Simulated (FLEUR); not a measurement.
# Pd (Fm-3m) in FLEUR: further runs

One crystal, Pd, is run at these levels: PBE, LDA (Moruzzi-Janak-Williams); tasks: band structure, equation of state.

All numbers are computed with FLEUR MaX-R8.1 (patched build s14); they aren't measurements. Logs are shortened: lines on timing, memory, paths and dates and some standing lists are left out, and cuts for length are marked.

### 1 Starting point

Symmetry: Fm-3m, No. 225, cubic system. Conventional cell: a = 3.893 Å, b = 3.893 Å, c = 3.893 Å, α = 90.00°, β = 90.00°, γ = 90.00°. Around Pd (site symmetry m-3m) lie 12 Pd at 2.75 Å.

### 2 Band structure, PBE

The input, inp.xml:

```xml
<?xml version="1.0" encoding="UTF-8" standalone="no"?>
<fleurInput fleurInputVersion="0.39">
   <comment>
      Pd                                                                                                  
   </comment>
   <calculationSetup>
      <cutoffs Kmax="3.8" Gmax="11.8" GmaxXC="11.8" numbands="0"/>
      <scfLoop itmax="60" minDistance="0.00001" maxIterBroyd="15" imix="Anderson" alpha="0.05" precondParam="0.0" spinf="2.0"/>
      <coreElectrons ctail="T" frcor="F" kcrel="0" coretail_lmax="0"/>
      <xcFunctional name="pbe" relativisticCorrections="F"/>
      <magnetism jspins="1"/>
      <soc l_soc="F" theta="0.0" phi="0.0" spav="F"/>
      <expertModes spex="0" secvar="F"/>
      <geometryOptimization l_f="F" forcealpha="1.0" forcemix="BFGS" epsdisp="0.00001" epsforce="0.00001"/>
      <ldaU l_linMix="F" mixParam="0.05" spinf="1.0"/>
   </calculationSetup>
   <cell>
      <bzIntegration valenceElectrons="18.0" mode="hist" fermiSmearingEnergy="0.00183747">
         <kPointListSelection listName="default-1"/>
         <!-- k-points included here -->
         <xi:include xmlns:xi="http://www.w3.org/2001/XInclude" href="kpts.xml"> </xi:include>
      </bzIntegration>
      <!-- symmetry operations included here -->
      <xi:include xmlns:xi="http://www.w3.org/2001/XInclude" href="sym.xml"> </xi:include>
      <bulkLattice scale="1.0">
         <bravaisMatrix>
            <row-1>    0.0000000000000000     3.6783519015338997     3.6783519015338997</row-1>
            <row-2>    3.6783519015338997     0.0000000000000000     3.6783519015338997</row-2>
            <row-3>    3.6783519015338997     3.6783519015338997     0.0000000000000000</row-3>
         </bravaisMatrix>
      </bulkLattice>
   </cell>
   <atomSpecies>
      <species name="Palladium (Pd)" element="Pd" atomicNumber="46">
         <mtSphere radius="2.41" gridPoints="797" logIncrement="0.016"/>
         <atomicCutoffs lmax="10" lnonsphr="8"/>
         <electronConfig flipSpins="F">
            <coreConfig>(1s1/2) (2s1/2) (2p1/2) (2p3/2) (3s1/2) (3p1/2) (3p3/2) (3d3/2) (3d5/2)</coreConfig>
            <valenceConfig>(4s1/2) (4p1/2) (4p3/2) (5s1/2) (4d3/2) (4d5/2)</valenceConfig>
            <stateOccupation state="(5s1/2)" spinUp="0.500000" spinDown="0.500000"/>
            <stateOccupation state="(4d3/2)" spinUp="1.800000" spinDown="1.800000"/>
            <stateOccupation state="(4d5/2)" spinUp="2.700000" spinDown="2.700000"/>
         </electronConfig>
         <energyParameters s="5" p="5" d="4" f="4"/>
         <lo type="SCLO" l="0" n="4" eDeriv="0"/>
         <lo type="SCLO" l="1" n="4" eDeriv="0"/>
         <lo type="SCLO" l="1" n="4" eDeriv="1"/>
         <lo type="SCLO" l="2" n="4" eDeriv="2"/>
         <lo type="SCLO" l="3" n="4" eDeriv="2"/>
      </species>
   </atomSpecies>
   <atomGroups>
      <atomGroup species="Palladium (Pd)">
         <relPos label="                   1">.0000000000 .0000000000 .0000000000</relPos>
         <force calculate="T" relaxXYZ="TTT"/>
      </atomGroup>
   </atomGroups>
   <output dos="F" band="F" slice="F">
      <checks vchk="F" cdinf="F"/>
      <bandDOS minEnergy="-.5*Htr" maxEnergy="0.5*Htr" sigma="0.015" storeEVData="T"/>
      <vacuumDOS vacdos="F" integ="F" star="F" nstars="0" locx1="0.0" locy1="0.0" locx2="0.0" locy2="0.0" nstm="0" tworkf="0.0"/>
      <unfoldingBand unfoldBand="F" supercellX="1" supercellY="1" supercellZ="1"/>
      <plotting iplot="0" polar="F">
         <plot TwoD="T" vec1="  1.0  0.0  0.0" vec2="  0.0  1.0  0.0" vec3="  0.0  0.0  1.0" zero="  0.0  0.0  0.0" file="plot"/>
      </plotting>
      <chargeDensitySlicing numkpt="0" minEigenval="0.0" maxEigenval="0.0" nnne="0" pallst="F"/>
      <specialOutput eonly="F"/>
      <magneticCircularDichroism mcd="F" energyLo="-10.0" energyUp="0.0"/>
   </output>
  <!-- We include the file relax.xml here to enable relaxations (see documentation) -->
  <xi:include xmlns:xi="http://www.w3.org/2001/XInclude" href="relax.xml"> <xi:fallback/> </xi:include>
</fleurInput>
```

The input, crystal.txt:

```
Pd
&input cartesian=F /
0.0000000000  1.9465000000  1.9465000000
1.9465000000  0.0000000000  1.9465000000
1.9465000000  1.9465000000  0.0000000000
1.8897261246
1.0 1.0 1.0

1
46 0.0000000000  0.0000000000  0.0000000000

&kpt div1=12 div2=12 div3=12 gamma=T /
```

The input, inp.xml (bands):

```
<?xml version="1.0" encoding="UTF-8" standalone="no"?>
<fleurInput fleurInputVersion="0.39">
   <comment>
      Pd                                                                                                  
   </comment>
   <calculationSetup>
      <cutoffs Kmax="3.8" Gmax="11.8" GmaxXC="11.8" numbands="0"/>
      <scfLoop itmax="60" minDistance="0.00001" maxIterBroyd="15" imix="Anderson" alpha="0.05" precondParam="0.0" spinf="2.0"/>
      <coreElectrons ctail="T" frcor="F" kcrel="0" coretail_lmax="0"/>
      <xcFunctional name="pbe" relativisticCorrections="F"/>
      <magnetism jspins="1"/>
      <soc l_soc="F" theta="0.0" phi="0.0" spav="F"/>
      <expertModes spex="0" secvar="F"/>
      <geometryOptimization l_f="F" forcealpha="1.0" forcemix="BFGS" epsdisp="0.00001" epsforce="0.00001"/>
      <ldaU l_linMix="F" mixParam="0.05" spinf="1.0"/>
   </calculationSetup>
   <cell>
      <bzIntegration valenceElectrons="18.0" mode="hist" fermiSmearingEnergy="0.00183747">
         <kPointListSelection listName="path-1"/>
         <!-- k-points included here -->
         <xi:include xmlns:xi="http://www.w3.org/2001/XInclude" href="kpts.xml"> </xi:include>
      </bzIntegration>
      <!-- symmetry operations included here -->
      <xi:include xmlns:xi="http://www.w3.org/2001/XInclude" href="sym.xml"> </xi:include>
      <bulkLattice scale="1.0">
         <bravaisMatrix>
            <row-1>    0.0000000000000000     3.6783519015338997     3.6783519015338997</row-1>
            <row-2>    3.6783519015338997     0.0000000000000000     3.6783519015338997</row-2>
            <row-3>    3.6783519015338997     3.6783519015338997     0.0000000000000000</row-3>
         </bravaisMatrix>
      </bulkLattice>
   </cell>
   <atomSpecies>
      <species name="Palladium (Pd)" element="Pd" atomicNumber="46">
         <mtSphere radius="2.41" gridPoints="797" logIncrement="0.016"/>
         <atomicCutoffs lmax="10" lnonsphr="8"/>
         <electronConfig flipSpins="F">
            <coreConfig>(1s1/2) (2s1/2) (2p1/2) (2p3/2) (3s1/2) (3p1/2) (3p3/2) (3d3/2) (3d5/2)</coreConfig>
            <valenceConfig>(4s1/2) (4p1/2) (4p3/2) (5s1/2) (4d3/2) (4d5/2)</valenceConfig>
            <stateOccupation state="(5s1/2)" spinUp="0.500000" spinDown="0.500000"/>
            <stateOccupation state="(4d3/2)" spinUp="1.800000" spinDown="1.800000"/>
            <stateOccupation state="(4d5/2)" spinUp="2.700000" spinDown="2.700000"/>
         </electronConfig>
         <energyParameters s="5" p="5" d="4" f="4"/>
         <lo type="SCLO" l="0" n="4" eDeriv="0"/>
         <lo type="SCLO" l="1" n="4" eDeriv="0"/>
         <lo type="SCLO" l="1" n="4" eDeriv="1"/>
         <lo type="SCLO" l="2" n="4" eDeriv="2"/>
         <lo type="SCLO" l="3" n="4" eDeriv="2"/>
      </species>
   </atomSpecies>
   <atomGroups>
      <atomGroup species="Palladium (Pd)">
         <relPos label="                   1">.0000000000 .0000000000 .0000000000</relPos>
         <force calculate="T" relaxXYZ="TTT"/>
      </atomGroup>
   </atomGroups>
   <output dos="F" band="T" slice="F">
      <checks vchk="F" cdinf="F"/>
      <bandDOS minEnergy="-.5*Htr" maxEnergy="0.5*Htr" sigma="0.015" storeEVData="T"/>
      <vacuumDOS vacdos="F" integ="F" star="F" nstars="0" locx1="0.0" locy1="0.0" locx2="0.0" locy2="0.0" nstm="0" tworkf="0.0"/>
      <unfoldingBand unfoldBand="F" supercellX="1" supercellY="1" supercellZ="1"/>
      <plotting iplot="0" polar="F">
         <plot TwoD="T" vec1="  1.0  0.0  0.0" vec2="  0.0  1.0  0.0" vec3="  0.0  0.0  1.0" zero="  0.0  0.0  0.0" file="plot"/>
      </plotting>
      <chargeDensitySlicing numkpt="0" minEigenval="0.0" maxEigenval="0.0" nnne="0" pallst="F"/>
      <specialOutput eonly="F"/>
      <magneticCircularDichroism mcd="F" energyLo="-10.0" energyUp="0.0"/>
   </output>
  <!-- We include the file relax.xml here to enable relaxations (see documentation) -->
  <xi:include xmlns:xi="http://www.w3.org/2001/XInclude" href="relax.xml"> <xi:fallback/> </xi:include>
</fleurInput>
```

Potentials or basis: all-electron, FLAPW.

On the command line:

```console
$ inpgen -f crystal.txt -profile fastHighL
$ # inp.xml edited to the form shown
$ fleur
$ fleur   # second run, on inp.xml (bands)
```

Output:

```text
Welcome to FLEUR        (www.flapw.de)
      MaX-Release 8.1          (www.max-centre.eu)

 ========== k-point set info ==========
 Selected k-point list: default-1
 k-point list type: mesh
 12 x 12 x 12
 Number of k points: 72

 ------------Calculation Setup---------------------------
 Number of OMP-threads    :            1
 Number of basis functions:          135
 Approximate size of matrices (H+S) per k-point:         0.000 GB
 --------------------------------------------------------
 Iteration:     1   Distance:      13.09593680 me/bohr^3
 Iteration:     2   Distance:      11.36787442 me/bohr^3
 Iteration:     3   Distance:       4.47930471 me/bohr^3
 Iteration:     4   Distance:       1.87235358 me/bohr^3
 Iteration:     5   Distance:       1.76785861 me/bohr^3
 Iteration:     6   Distance:       0.65683247 me/bohr^3
 Iteration:     7   Distance:       0.13565434 me/bohr^3
 Iteration:     8   Distance:       0.00682764 me/bohr^3
 Iteration:     9   Distance:       0.00643279 me/bohr^3
 Iteration:    10   Distance:       0.00113420 me/bohr^3
 Iteration:    11   Distance:       0.00126109 me/bohr^3
 Iteration:    12   Distance:       0.00007951 me/bohr^3
 Iteration:    13   Distance:       0.00000892 me/bohr^3

 ********************************************************************
 Run finished successfully
 Stop message:
   all done
 ********************************************************************
```

output (bands):

```text
Welcome to FLEUR        (www.flapw.de)
      MaX-Release 8.1          (www.max-centre.eu)

 ========== k-point set info ==========
 Selected k-point list: path-1
 k-point list type: path
 Number of k points: 60

 ------------Calculation Setup---------------------------
 Number of OMP-threads    :            1
 Number of basis functions:          135
 Approximate size of matrices (H+S) per k-point:         0.000 GB
 --------------------------------------------------------
 Fermi energy correction for metals:
 Fermi energy in bands.* files may not be consistent with last density.
 Please correct it manually (e.g. in band.gnu file).

 Note: Band structure data (together with different weights) is also stored in the banddos.hdf file.
       A convenient way of extracting and plotting the data from that file is by making use of the

 ********************************************************************
 Run finished successfully
 Stop message:
   Charge density postprocessing done.
 ********************************************************************
```

out.xml (last iteration):

```text
<iteration numberForCurrentRun="   13" overallNumber="   13">
         <energyParameters units="Htr">
            <atomicEP atomType="1" spin="1" branch="5s" branchLowest="-2.69" branchHighest="1.95" value="0.2875324304"/>
            <atomicEP atomType="1" spin="1" branch="5p" branchLowest="-1.41" branchHighest="2.66" value="0.4223280104"/>
            <atomicEP atomType="1" spin="1" branch="4d" branchLowest="-11.53" branchHighest="0.51" value="0.3028635859"/>
            <atomicEP atomType="1" spin="1" branch="4f" branchLowest="-9.99" branchHighest="2.47" value="0.7189493397"/>
            <loAtomicEP atomType="1" spin="1" branch="4s" branchLowest="-22.93" branchHighest="-2.69" value="-2.7011302134"/>
            <loAtomicEP atomType="1" spin="1" branch="4p" branchLowest="-18.52" branchHighest="-1.41" value="-1.4459447177"/>
            <loAtomicEP atomType="1" spin="1" branch="4p" branchLowest="-18.52" branchHighest="-1.41" value="-1.4459447177"/>
            <loAtomicEP atomType="1" spin="1" branch="4d" branchLowest="-11.53" branchHighest="0.51" value="0.2965901246"/>
            <loAtomicEP atomType="1" spin="1" branch="4f" branchLowest="-9.99" branchHighest="2.47" value="0.7189475235"/>
         </energyParameters>
         <eigenvalues>
            <eigenvaluesAt spin="1" ikpt="1" k_x="0.00000000" k_y="0.00000000" k_z="0.00000000">
                      -2.7031219086       -1.4351225199       -1.4351225199       -1.4351225199        0.1258537080
                       0.2841943080        0.2841943080        0.2841943080        0.3436429976        0.3436429976
                       1.0138428920        1.1872226116        1.1872226116        1.1872226116        1.3919050229
            </eigenvaluesAt>
            <eigenvaluesAt spin="1" ikpt="2" k_x="0.00000000" k_y="0.00000000" k_z="0.08333333">
                      -2.7029898137       -1.4361612530       -1.4352743663       -1.4352743663        0.1350650832
                       0.2810121411        0.2872954353        0.2872954353        0.3420617230        0.3420617230
                       1.0231896011        1.1351270749        1.1978959073        1.1978959073        1.4156683539
            </eigenvaluesAt>
            <eigenvaluesAt spin="1" ikpt="3" k_x="0.00000000" k_y="0.00000000" k_z="0.16666667">
                      -2.7026264689       -1.4389664265       -1.4356767658       -1.4356767658        0.1599839157
                       0.2755282493        0.2935990928        0.2935990928        0.3411083363        0.3411083363
                       1.0192415757        1.0626229587        1.2261255557        1.2261255557        1.3524886544
            </eigenvaluesAt>
            <eigenvaluesAt spin="1" ikpt="4" k_x="0.00000000" k_y="0.00000000" k_z="0.25000000">
                      -2.7021278164       -1.4427679578       -1.4362230737       -1.4362230737        0.1877955612
                       0.2830635434        0.2949035860        0.2949035860        0.3490295816        0.3490295816
                       0.9214280978        1.0527863661        1.2523598526        1.2523598526        1.3342365502
            </eigenvaluesAt>
         </eigenvalues>
         <bandgap value="0.0023179074" units="eV"/>
         <sumValenceSingleParticleEnergies value="-11.1263727740" units="Htr"/>
         <FermiEnergy value="0.3879996368" units="Htr"/>
         <valenceDensity>
            <mtCharges spin="1">
               <mtCharge atomType="1" total="16.6146089" s="2.3345851" p="6.2441151" d="7.9914534" f="0.0346231"/>
            </mtCharges>
            <spinDependentCharge spin="1" total="18.0000000" interstitial="1.3853911" mtSpheres="16.6146089"/>
            <totalCharge value="18.0000000000"/>
         </valenceDensity>
         <coreStates atomType="     1" atomicNumber=" 46" spin="1" kinEnergy="   5097.8549933717" eigValSum="  -3000.1390245898" lostElectrons=" 0.000000">
            <state n="1" l="0" j="0.5" energy="-887.1729385943" weight="1.0000000000"/>
            <state n="2" l="0" j="0.5" energy="-129.1378862877" weight="1.0000000000"/>
            <state n="2" l="1" j="0.5" energy="-119.7489053250" weight="1.0000000000"/>
            <state n="2" l="1" j="1.5" energy="-113.8910310808" weight="2.0000000000"/>
            <state n="3" l="0" j="0.5" energy="-22.9344538519" weight="1.0000000000"/>
            <state n="3" l="1" j="0.5" energy="-19.2296480476" weight="1.0000000000"/>
            <state n="3" l="1" j="1.5" energy="-18.2085352595" weight="2.0000000000"/>
            <state n="3" l="2" j="1.5" energy="-11.6514761945" weight="2.0000000000"/>
            <state n="3" l="2" j="2.5" energy="-11.4478650397" weight="3.0000000000"/>
         </coreStates>
         <allElectronCharges>
            <spinDependentCharge spin="1" total="46.0000000" interstitial="1.3853912" mtSpheres="44.6146088"/>
            <totalCharge value="45.9999999991"/>
         </allElectronCharges>
         <totalEnergy                                    value="    -5047.0487042178" units="Htr">
            <sumOfEigenvalues                            value="    -3011.2653973639">
               <coreElectrons value="-3000.1390245898"/>
               <valenceElectrons value="-11.1263727740"/>
            </sumOfEigenvalues>
            <densityCoulombPotentialIntegral value="-8094.3853184363"/>
            <densityEffectivePotentialIntegral value="-8282.4921659364"/>
            <chargeDenXCDenIntegral value="-144.2123396305"/>
            <FockExchangeEnergyValence value="0.0000000000"/>
            <FockExchangeEnergyCore value="0.0000000000"/>
            <atomTypeDependentContributions atomType="1">
               <electronNucleiInteractionDifferentMTs value="6104.5600122121"/>
               <MadelungTerm value="-22.3104617296"/>
            </atomTypeDependentContributions>
            <tkbTimesEntropy value="0.0007210499"/>
            <freeEnergy value="-5047.0494252676"/>
            <extrapolationTo0K value="-5047.0490647427"/>
         </totalEnergy>
         <densityConvergence units="me/bohr^3">
            <chargeDensity spin="1" distance="0.0000089201"/>
         </densityConvergence>
      </iteration>
```

Run time: 7.7 s. Hardware: 1 thread of Intel Xeon Platinum 8488C (Sapphire Rapids), shared host; peak memory 0.05 GiB.

What came out:

```yaml
Free_energy: -137337.2113 eV
Band_gap_along_the_path: none (metal or under the smearing width)
Valence_electrons_inside_the_program's_atomic_spheres: Pd 16.61 (radii Pd 2.41 bohr)
```

Levels at the corners of the path, in eV from the Fermi level:
```tsv
point	band 5	band 6	band 7	band 8	band 9	band 10	band 11	band 12	band 13	band 14
Γ	-7.13	-2.82	-2.82	-2.82	-1.21	-1.21	17.03	21.75	21.75	21.75
X	-5.38	-5.10	-0.03	0.31	0.31	3.36	10.79	13.19	13.19	21.57
W	-4.32	-3.37	-3.37	-1.31	0.31	8.92	8.92	10.41	11.62	25.43
K	-4.72	-4.14	-1.96	-0.94	-0.14	7.13	8.11	10.85	15.89	20.33
Γ	-7.13	-2.82	-2.82	-2.82	-1.21	-1.21	17.03	21.75	21.75	21.75
L	-5.29	-2.87	-2.87	0.00	0.00	1.02	7.34	16.43	20.95	20.95
U	-4.72	-4.14	-1.96	-0.94	-0.14	7.13	8.11	10.85	15.89	20.33
W	-4.32	-3.37	-3.37	-1.31	0.31	8.92	8.92	10.41	11.62	25.43
L	-5.29	-2.87	-2.87	0.00	0.00	1.02	7.34	16.43	20.95	20.95
K	-4.72	-4.14	-1.96	-0.94	-0.14	7.13	8.11	10.85	15.89	20.33
U	-4.72	-4.14	-1.96	-0.94	-0.14	7.13	8.11	10.85	15.89	20.33
X	-5.38	-5.10	-0.03	0.31	0.31	3.36	10.79	13.19	13.19	21.57
```

Core levels (eV from the Fermi level):
```tsv
atom	levels
1 Pd	1s1/2 -24151.8, 2s1/2 -3524.6, 2p1/2 -3269.1, 2p3/2 -3109.7, 3s1/2 -634.6, 3p1/2 -533.8, 3p3/2 -506.0, 3d3/2 -327.6, 3d5/2 -322.1
```

(Continued in part 2 of 3.)
